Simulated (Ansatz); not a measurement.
# PbTe: the cost of one run

All numbers below are computed with Ansatz 0.2.0 (DFT PBE, scalar-relativistic, plane waves, PAW).

3 further runs of the same task are left out: 3 set aside as unsound or not needed.

**1. The starting structure**

The cell holds 32 atoms (OPb16Te15): a = 11.379 Å, b = 11.379 Å, c = 11.379 Å, α = 109.47°, β = 109.47°, γ = 109.47°.

The coordinates of this cell stand in the input of its own run.

The host was relaxed before at PBE: a = 6.570 Å, b = 6.570 Å, c = 6.570 Å, α = 90.00°, β = 90.00°, γ = 90.00° (conventional cell), 35.442 Å³/atom.

Places, in fractions of the supercell: O in place of Te at (0.250, 0.500, 0.250). The start keeps the symmetry of the ideal site.

**2. Band edges of the host over the zone**

Input file input.yaml:

```yaml
crystal:
  lattice:
    - [0.0, 3.2847785081, 3.2847785081]
    - [3.2847785081, 0.0, 3.2847785081]
    - [3.2847785081, 3.2847785081, 0.0]
  atoms:
    - { symbol: Te, position: [0.0, 0.0, 0.0] }
    - { symbol: Pb, position: [0.5, 0.5, 0.5] }
basis:
  ecutwfc: 420
  xc_grid: 2
kpoints:
  mp_grid: { grid: [6, 6, 6] }
  band_path: { path: [VBM, CBM], npoints: 2 }
hamiltonian:
  xc: pbe
scf:
  occupations: { method: gaussian, width: 0.02 }
output:
  forces: true
  stress: true
  eigenvalues: true
```

Launch:

```console
$ ansatz run input.yaml --threads 8 --pin off --max-ram 16384MiB --backend cpu --events-out ev --progress --plain --runs-dir out
```

What time and memory should one allow on 8 threads of Arm Neoverse V1, shared host?

About 1.1 s, with a peak of 0.38 GiB.
